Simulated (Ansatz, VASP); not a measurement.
# ZnO (zincite): VASP beside Ansatz

One calculation is typed for both programs; each brings its own data sets and cutoff. How far apart do they land?

Program: Ansatz 0.2.0. Level of theory: plane waves, with VASP 6.6.1 beside it; single point at PBE. Results are calculated unless marked as measured.

### 1. The structure

Symmetry: P6_3mc, No. 186, hexagonal system. Conventional cell: a = 3.249 Å, b = 3.249 Å, c = 5.206 Å, α = 90.00°, β = 90.00°, γ = 120.00°. Nearest to Zn lie 4 O at 1.97 to 1.98 Å. Nearest to O lie 4 Zn at 1.97 to 1.98 Å. Farther neighbours and most contacts between anions are not listed.

### 2. VASP: single point, PBE

With cell and atoms fixed, the geometry can't cause a difference; cores, projectors, grids and the points listed under the comparison can.

Lines of VASP's logs that name or quote its potential files are left out, and so is its time.

Contents of INCAR:

```
SYSTEM = ZnO
PREC = Accurate
ENCUT = 520
EDIFF = 1E-07
NELM = 100
ISMEAR = 0
SIGMA = 0.01
LREAL = .FALSE.
ALGO = Normal
GGA = PE
NBANDS = 24
LORBIT = 11
LWAVE = .FALSE.
LCHARG = .FALSE.
KPAR = 2
```

Contents of POSCAR:

```
ZnO
1.0
    3.2493080000      0.0000000000      0.0000000000
   -1.6246540000      2.8139832727      0.0000000000
    0.0000000000      0.0000000000      5.2057090000
Zn O
2 2
Direct
    0.6666666667      0.3333333333      0.0000000000
    0.3333333333      0.6666666667      0.5000000000
    0.3333333333      0.6666666667      0.8790100000
    0.6666666667      0.3333333333      0.3790100000
```

Contents of KPOINTS:

```
Automatic mesh
0
Gamma
7 7 4
0 0 0
```

Potentials, in the order of the species: Zn and O (PBE family, release 64).

The run is started by

```sh
$ mpirun -np 2 vasp_std
```

Numbers of over 12 decimals in the logs are rounded to 6 here.

The log of the run:

```text
[banner, memory and clock lines left out]
running    2 mpi-ranks, on    1 nodes
 distrk:  each k-point on    1 cores,    2 groups
 distr:  one band on    1 cores,    1 groups

 POSCAR found type information on POSCAR ZnO
 POSCAR found :  2 types and       4 ions
 LDA part: xc-table for (Slater+PW92), standard interpolation
 POSCAR, INCAR and KPOINTS ok, starting setup
 FFT: planning ... GRIDC
 FFT: planning ... GRID_SOFT
 FFT: planning ... GRID
 WAVECAR not read
 entering main loop
       N       E                     dE             d eps       ncg     rms          rms(c)
DAV:   1     0.278462917077E+03    0.27846E+03   -0.18787E+04  1168   0.220E+03
DAV:   2     0.574818192053E+01   -0.27271E+03   -0.26044E+03  1256   0.419E+02
DAV:   3    -0.206629704825E+02   -0.26411E+02   -0.26202E+02  1328   0.138E+02
DAV:   4    -0.210618137802E+02   -0.39884E+00   -0.39871E+00  1304   0.180E+01
DAV:   5    -0.210642993998E+02   -0.24856E-02   -0.24856E-02  1344   0.134E+00    0.147E+01
DAV:   6    -0.176667751950E+02    0.33975E+01   -0.90193E+00  1968   0.666E+01    0.906E+00
DAV:   7    -0.178513841405E+02   -0.18461E+00   -0.27481E+00  1208   0.181E+01    0.537E+00
DAV:   8    -0.178666462653E+02   -0.15262E-01   -0.61181E-01  1728   0.798E+00    0.166E+00
DAV:   9    -0.178137401549E+02    0.52906E-01   -0.12937E-01  1760   0.675E+00    0.307E-01
DAV:  10    -0.178168102812E+02   -0.30701E-02   -0.44144E-02  1152   0.146E+00    0.143E-01
DAV:  11    -0.178168131811E+02   -0.28998E-05   -0.94875E-04  1536   0.346E-01    0.301E-02
DAV:  12    -0.178168682050E+02   -0.55024E-04   -0.78519E-05  1368   0.114E-01    0.299E-02
DAV:  13    -0.178168644569E+02    0.37482E-05   -0.21125E-05  1464   0.984E-02    0.108E-02
DAV:  14    -0.178168636721E+02    0.78475E-06   -0.90804E-06  1360   0.377E-02    0.412E-03
DAV:  15    -0.178168631795E+02    0.49260E-06   -0.13114E-06  1440   0.106E-02    0.110E-03
DAV:  16    -0.178168631340E+02    0.45466E-07   -0.10839E-07   712   0.293E-03
   1 F= -.17816863E+02 E0= -.17816863E+02  d E =-.171797E-16
```

Parts of OUTCAR (step 2):

```text
ion  position               nearest neighbor table
   1  0.667  0.333  0.000-   4 1.97   3 1.98   3 1.98   3 1.98
   2  0.333  0.667  0.500-   3 1.97   4 1.98   4 1.98   4 1.98
   3  0.333  0.667  0.879-   2 1.97   1 1.98   1 1.98   1 1.98
   4  0.667  0.333  0.379-   1 1.97   2 1.98   2 1.98   2 1.98

  LATTYP: Found a hexagonal cell.
 ALAT       =     3.2493080000
 C/A-ratio  =     1.6020977390

 Subroutine GETGRP returns: Found 12 space group operations
 (whereof  6 operations were pure point group operations)

The static configuration has the point symmetry C_3v.
 The point group associated with its full space group is C_6v.

 Found     24 irreducible k-points:

   k-points           NKPTS =     24   k-points in BZ     NKDIM =     24   number of bands    NBANDS=     24

   dimension x,y,z NGX =    24 NGY =   24 NGZ =   40
   dimension x,y,z NGXF=    48 NGYF=   48 NGZF=   80

   ENCUT  =  520.0 eV  38.22 Ry    6.18 a.u.   6.04  6.04  9.68*2*pi/ulx,y,z

   NELECT =      36.0000    total number of electrons

 k-points in reciprocal lattice and weights: Automatic mesh
   0.00000000  0.00000000  0.00000000       0.005
   0.14285714  0.00000000  0.00000000       0.031
   0.28571429  0.00000000  0.00000000       0.031
   0.42857143 -0.00000000  0.00000000       0.031
   0.14285714  0.14285714  0.00000000       0.031
   0.28571429  0.14285714  0.00000000       0.061
   0.42857143  0.14285714  0.00000000       0.031
   0.28571429  0.28571429  0.00000000       0.031
   0.00000000  0.00000000  0.25000000       0.010
[...]
0.42857143  0.14285714  0.50000000       0.031
   0.28571429  0.28571429  0.50000000       0.031

 average (electrostatic) potential at core
       1 -35.8004       2 -35.8004       3 -73.1432       4 -73.1432

 E-fermi :   1.2568

 k-point     1 :       0.0000    0.0000    0.0000
  band No.  band energies     occupation
    ...
     14       0.3916      2.00000
     15       0.3916      2.00000
     16       1.1324      2.00000
     17       1.2031      2.00000
     18       1.2031      2.00000
     19       1.9910      0.00000
     20       6.4100      0.00000
     21       9.4648      0.00000
     22      14.0484      0.00000
     23      14.0484      0.00000
    ...

 k-point     2 :       0.1429    0.0000    0.0000
  band No.  band energies     occupation
    ...
     14      -0.3040      2.00000
     15       0.1284      2.00000
     16       0.2683      2.00000
     17       0.9942      2.00000
     18       1.0623      2.00000
     19       3.2008      0.00000
     20       7.1925      0.00000
     21       9.4494      0.00000
     22      12.3722      0.00000
     23      14.0568      0.00000
    ...

 k-point     3 :       0.2857    0.0000    0.0000
  band No.  band energies     occupation
    ...
     14      -1.6043      2.00000
     15      -0.7503      2.00000
     16      -0.4699      2.00000
     17       0.5759      2.00000
     18       0.7214      2.00000
     19       4.8954      0.00000
     20       8.4995      0.00000
     21       9.3158      0.00000
     22      10.4081      0.00000
     23      12.5328      0.00000
    ...

  Total        1.6246821      1.6246821      2.1505362      0.0000000      0.0000000      0.0000000
  in kB       54.6873272     54.6873272     72.3877474      0.0000000      0.0000000      0.0000000
  external PRESSURE =      60.5874672 kB  Pullay stress =       0.0000000 kB

  energy-cutoff  :      520.00
  volume of cell :       47.60
      direct lattice vectors                 reciprocal lattice vectors
     3.249308000  0.000000000  0.000000000     0.307757836  0.177684070  0.000000000
    -1.624654000  2.813983273  0.000000000     0.000000000  0.355368139  0.000000000
     0.000000000  0.000000000  5.205709000     0.000000000  0.000000000  0.192096792

 POSITION                                       TOTAL-FORCE (eV/Angst)
 -----------------------------------------------------------------------------------
      1.62465      0.93799      0.00000        -0.000000      0.000000     -0.075196
     -0.00000      1.87599      2.60285         0.000000     -0.000000     -0.075196
     -0.00000      1.87599      4.57587        -0.000000     -0.000000      0.075196
      1.62465      0.93799      1.97302         0.000000      0.000000      0.075196
 -----------------------------------------------------------------------------------
    total drift:                               -0.000000     -0.000000     -0.000183

  FREE ENERGIE OF THE ION-ELECTRON SYSTEM (eV)
  ---------------------------------------------------
  free  energy   TOTEN  =       -17.8168631340 eV

  energy  without entropy=      -17.8168631340  energy(sigma->0) =      -17.81686313

 total charge
# of ion       s       p       d       tot
------------------------------------------
    1        0.457   0.488   9.904  10.850
    2        0.457   0.488   9.904  10.850
    3        1.549   3.459   0.000   5.009
    4        1.549   3.459   0.000   5.009
--------------------------------------------------
tot          4.014   7.895  19.808  31.717

[... 3 further parts left out ...]
```

The run ends at a pressure of 6.06 GPa, with forces up to 0.075 eV/Å.

### 3. Ansatz: single point, PBE

Ansatz runs on its default PAW (the set named soft_2) files.

The same cell, functional, mesh and smearing now go to Ansatz, which takes its cutoff from its data sets.

Contents of input.yaml:

```yaml
crystal:
  lattice:
    - [3.249308, 0.0, 0.0]
    - [-1.624654, 2.8139832727, 0.0]
    - [0.0, 0.0, 5.205709]
  atoms:
    - { symbol: Zn, position: [0.6666666667, 0.3333333333, 0.0] }
    - { symbol: Zn, position: [0.3333333333, 0.6666666667, 0.5] }
    - { symbol: O, position: [0.3333333333, 0.6666666667, 0.87901] }
    - { symbol: O, position: [0.6666666667, 0.3333333333, 0.37901] }
hamiltonian:
  xc: pbe
  pseudopotentials: { kind: paw }
kpoints:
  mp_grid: { grid: [7, 7, 4] }
scf:
  occupations: { method: gaussian, width: 0.01 }
  n_extra_bands: 5
output:
  forces: true
  stress: true
  eigenvalues: true
```

The run is started by

```sh
$ ansatz run input.yaml --threads 2 --pin off --max-ram 4608MiB --backend cpu --events-out ev --progress --plain --runs-dir out
```

The log of the run:

```text
scf.n_extra_bands = 5 over 18 filled bands (N_el = 36.0): the run solves 23 bands
Engine: ansatz 0.2.0, aarch64-unknown-linux-gnu
Pseudopotentials: kind: paw
Pseudopotential: Zn, paw, valence charge 12, recommended cutoff 420 eV (normal), Zn.paw.azcp
Pseudopotential: O, paw, valence charge 6, recommended cutoff 420 eV (normal), O.paw.azcp
Functional definition: PBE
  parameter kappa = 0.804
  parameter beta = 0.066725
  exchange = pbe_x(kappa = kappa, mu = beta*pi^2/3)
  correlation = pbe_c(beta = beta)
Crystal: 4 atoms, lattice volume = 47.598 Å³
Basis set: ecut = 420 eV, 941 PW (Γ), exchange–correlation on 48×48×72 points (8 copies of the dense FFT grid, shifted against one another)
Bands: 23, of which v1, the nominal top of the filled ones, is band 18 counted from 1 (17 counted from 0)
Symmetry: 12 space group operations
Space group: P63mc (ITA 186), of the structure as read, at distance tolerance 3.6e-5 Å
k-points: 24 of 196 (time reversal used)
Non-local potential: Zn, projectors of the file, l = 0: 2, l = 1: 2, l = 2: 3, l = 3: 1
Non-local potential: O, projectors of the file, l = 0: 2, l = 1: 2, l = 2: 1
PAW form: soft (Blöchl's): semilocal exchange-correlation on the pseudo side does not see the compensation charge
PAW one-centre angular grid: Zn, 590 points (default); XC on 64 Gauss nodes
PAW one-centre angular grid: O, 110 points (default); XC on 64 Gauss nodes
Initial density: superposition of atomic densities (neutral atoms: chi_scale 0, normalization atom), corrected by the library's trained network
Initial wavefunctions: pseudopotential atomic-orbital guess
Functional: x = pbe(κ = 0.804, μ = 0.219515), c = pbe(β = 0.066725)
SCF iter   1: F=—  HF=-7773.664088 eV  |F-HF|=—  |Δ(HF+E_count)|=         —  Δρ=6.81e-4  dr2=6.96e-5  ethr=1.77e-3  ⟨swp⟩=6.0  Hψ=2507  notcnv=0
preconditioner: auto → Resta (q_TF=auto, 2.604 Å⁻¹)  ε∞=6.8  [insulator: Δε(μ)=0.806 eV  Ē_g=13.444 eV  σ=0.010 eV  W_gap=1.00  n_scr=22 (ndim 8)  ℏωp=32.3 eV  f_vac=0.035  D(μ)=0.00/eV (n_scr^D=0)  ε∞_Penn≈6.8]
SCF iter   2: F=—  HF=-7773.665438 eV  |F-HF|=—  |Δ(HF+E_count)|=   1.35e-3  Δρ=4.19e-4  dr2=2.89e-5  ethr=1.93e-7  ⟨swp⟩=3.0  Hψ=1515  notcnv=0  defer=24
SCF iter   3: F=—  HF=-7773.665509 eV  |F-HF|=—  |Δ(HF+E_count)|=   7.07e-5  Δρ=2.47e-4  dr2=1.27e-5  ethr=8.02e-8  ⟨swp⟩=2.0  Hψ=910  notcnv=0  defer=24
SCF iter   4: F=—  HF=-7773.665557 eV  |F-HF|=—  |Δ(HF+E_count)|=   4.86e-5  Δρ=9.53e-5  dr2=2.90e-6  ethr=3.52e-8  ⟨swp⟩=2.0  Hψ=992  notcnv=0  defer=24
SCF iter   5: F=—  HF=-7773.665559 eV  |F-HF|=—  |Δ(HF+E_count)|=   2.06e-6  Δρ=2.50e-5  dr2=2.23e-7  ethr=8.06e-9  ⟨swp⟩=2.0  Hψ=905  notcnv=0  defer=24
SCF iter   6: F=-7773.665559 eV  HF=-7773.665559 eV  |F-HF|=7.35e-8  |Δ(HF+E_count)|=   1.32e-7  Δρ=1.23e-5  dr2=5.43e-8  ethr=2.78e-10  ⟨swp⟩=6.8  Hψ=2529  notcnv=0
SCF 1 converged in 6 iterations: F = -7773.665559 eV  dr2 = 5.43e-8
  greatest PAW one-centre occupation: 0.987 electrons in one spin orbital (limit 2), on the Zn atom at site 1 (counted from 0), in its partial waves of l = 2
SCF converged after 6 iterations
Free energy (F): -7773.665559 eV
Harris-Foulkes:  -7773.665559 eV  (|F-HF|=7.35e-8)
Internal energy: -7773.665559 eV  (E = F + TS)
E sigma→0 (E₀):  -7773.665559 eV
Fermi energy:    7.624687 eV
--- Per-component energies (eV) ---
  E_band       = 65.640652
  E_kinetic    = 611.978678
  E_local      = -4003.489056  (includes V_loc(G=0)·N_el)
  E_nonlocal   = 1335.443153
  E_hartree    = 1645.585605
  E_xc         = -420.046028
  E_vxc        = -289.983385  (∫ρ·V_xc dr)
  E_paw        = -3980.547411  (= ΣΔE_a)
  E_vpaw       = -879.482518  (= ΣTr[D̂ρ^β])
  E_aug_tail   = 0.004244  (compensation charges beyond the density's cutoff)
  E_ewald      = -2962.594745
  E_smearing   = -0.000000  (= −TS)
  E_closure    = 0.000000  (closes the sum)
  Σ components = -7773.665559   (vs F -7773.665559, Δ=0.00e0)
--- Forces (eV/Å), atoms counted from 1 ---
  atom   1  Zn     0.00000000     0.00000000    -0.06996658
  atom   2  Zn     0.00000000    -0.00000000    -0.06996658
  atom   3  O     -0.00000000     0.00000000     0.06994724
  atom   4  O      0.00000000    -0.00000000     0.06994724
  max |Σ_I F_I| component: 3.87e-5 eV/Å
--- Stress (GPa, compression-positive) ---
        4.344686       0.000000      -0.000000
        0.000000       4.344686       0.000000
       -0.000000       0.000000       6.033853
  P = ⅓ Tr σ = 4.9077 GPa (49.077 kbar)
--- Band table (eV; the first three rows and the last of 24) ---
  k-point 0: bands = [... 14 lower, 6.4123, 7.1501, 7.2226, 7.2226, 8.0267, 12.4531, 15.4883, 20.0996, ... 1 higher]
  k-point 1: bands = [... 14 lower, 6.5333, 6.5333, 7.1062, 7.1062, 9.1633, 11.9447, 15.9571, 19.6000, ... 1 higher]
  k-point 2: bands = [... 14 lower, 6.8222, 6.8222, 6.8222, 6.8222, 10.6939, 10.6939, 17.3552, 17.3552, ... 1 higher]
  k-point 23: bands = [... 14 lower, 4.7299, 4.7299, 5.9860, 5.9860, 14.3474, 14.3474, 15.8402, 15.8402, ... 1 higher]
```

Wall time 1.5 s (2 threads of Arm Neoverse V1, shared host); peak memory 0.32 GiB.

The run ends at a pressure of 4.91 GPa, with forces up to 0.070 eV/Å.

### 4. Side by side

Known differences besides the potentials themselves: the cutoff is 420 eV in Ansatz and 520 eV in VASP; VASP leaves aspherical gradient terms in its spheres out (LASPH is not set), Ansatz keeps them. Total energies have different zeros and are not compared.

Compared:

```csv
quantity,Ansatz,VASP,difference
pressure (GPa),4.91,6.06,-1.15
pressure without Ansatz's Pulay correction (GPa),4.18,6.06,-1.88
gap on the k mesh (eV),0.804,0.788,+0.016
```

Forces (eV/Å; atoms numbered as in POSCAR):

```csv
atom,"Ansatz x, y, z","VASP x, y, z"
Zn1,"0.000, 0.000, -0.070","0.000, 0.000, -0.075"
Zn2,"0.000, 0.000, -0.070","0.000, 0.000, -0.075"
O3,"0.000, 0.000, 0.070","0.000, 0.000, 0.075"
O4,"0.000, 0.000, 0.070","0.000, 0.000, 0.075"
```

The forces differ by 3.0 meV/Å r.m.s., which is 7.0 % of the r.m.s. force of 0.04 eV/Å (both taken over all components). A gap on the mesh is an upper bound, since the band edges may lie between its points. Ansatz's pressure holds a Pulay correction of 0.73 GPa; VASP's holds none.

### 5. What the set-up changes

Further runs change the set-up of one program: Ansatz's method, potentials or start, or VASP's data sets, cutoff or form of LDA. The table gives Ansatz less VASP for each quantity, since a change that brings one quantity closer may part another.

```csv
run,r.m.s. force difference (meV/Å),pressure (GPa),gap on the k mesh (eV)
as above,3.0,-1.2,0.016
Ansatz's larger PAW set (cutoff 900 eV),3.1,-1.2,0.032
norm-conserving potentials (cutoff 1240 eV),2.5,-1.4,0.066
```

### 6. Outcome

```json
{"difference in pressure (single point, PBE)": "-1.2 GPa"}
```

The difference in pressure is -1.2 GPa (single point, PBE), beyond the 1 GPa picked in this series as the mark of a large difference. Single point, PBE, Ansatz's larger PAW set (cutoff 900 eV): the difference in gap on the k mesh goes from 0.016 to 0.032 eV. Single point, PBE, norm-conserving potentials (cutoff 1240 eV): the difference in gap on the k mesh goes from 0.016 to 0.066 eV. How closely two codes agree says nothing of how well the functional describes the real material.

[Lines on the potential files, build, host, timing and source positions are cut from VASP's logs without a mark.]

[Logs are printed without paths, hosts, clocks, repeated set-up lines and the standing remarks that a program may print on its own settings, such as how far it seeks lower states.]

[Hosts, paths, dates, database ids (printed as entryN), source tags and the programs' standing remarks are cut or masked in the printed files.]
